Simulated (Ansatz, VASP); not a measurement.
Two plane-wave programs on TaN

```
Ta N
1.0
     2.90388    0.00000    0.00000
    -1.45194    2.51484    0.00000
     0.00000    0.00000    2.85417
Ta N
1 1
Direct
  0.33333 0.66667 0.50000
  0.00000 0.00000 0.00000
```

Alike in both runs: functional PBEsol; dispersion D3(BJ); k mesh 17 × 17 × 15; no spin polarisation.

Ansatz relaxed the structure, and its values are those at the end. VASP's run is a single point on that final structure, the one shown.

|  | VASP | Ansatz |
| --- | --- | --- |
| version | VASP 6.6.1 | Ansatz 0.2.0 |
| potentials or method | VASP PAW PBE potentials, release 64 (Ta_pv, N) | plane waves, PAW |
| plane-wave cutoff (eV) | 520 | 450 |
| occupations | methfessel-paxton of order 1, width 0.1 eV | cold, width 0.1 eV |
| valence electrons in the cell | 16 | 18 |

Ansatz gave:

* pressure (GPa): 0.0
* dispersion energy (meV/atom): -475.2

**Question.** What did VASP give for the same quantities?

**Answer.** Pressure (GPa): 1.0; dispersion energy (meV/atom): -475.0.

The two sets of potentials don't hold the same shells in valence. Ansatz warned: «structure_snapped_to_symmetry».

Caveats: the PAW data sets were made with another functional, which shifts forces and pressure a little (VASP); pairwise dispersion overbinds metals, which lowers pressure and volume. The runs have no spin-orbit coupling, so splittings on Ta are missing.
